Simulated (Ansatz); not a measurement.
KBr:

```
Br K
1.0
     0.00000    3.30000    3.30000
     3.30000    0.00000    3.30000
     3.30000    3.30000    0.00000
Br K
1 1
Direct
  0.50000 0.50000 0.50000
  0.00000 0.00000 0.00000
```

Base run:

| Property | Result |
| --- | --- |
| Program | Ansatz 0.2.0 |
| Functional | HSE06 form with a typed share of exact exchange |
| Potentials or basis | Ansatz PAW |
| Cutoff | 420 eV (not typed: the program's choice for these potentials) |
| k mesh | 4 × 4 × 4 |
| Occupations | fermi-dirac, width 0.05 eV |
| Spin | no spin polarisation |

Its results: band gap on the k mesh 5.38 eV, direct; pressure 0.5 GPa.

Problem. The run is repeated on the same cell with these changes: share of exact exchange from 0.2 to 0.15. What comes out?

Solution. Band gap on the k mesh 5.14 eV, direct; pressure 0.6 GPa.

Caveats: the PAW data sets come from PBE, with cores solved anew for the run's functional, which leaves a small shift of forces and pressure; the thresholds are loose for stress.

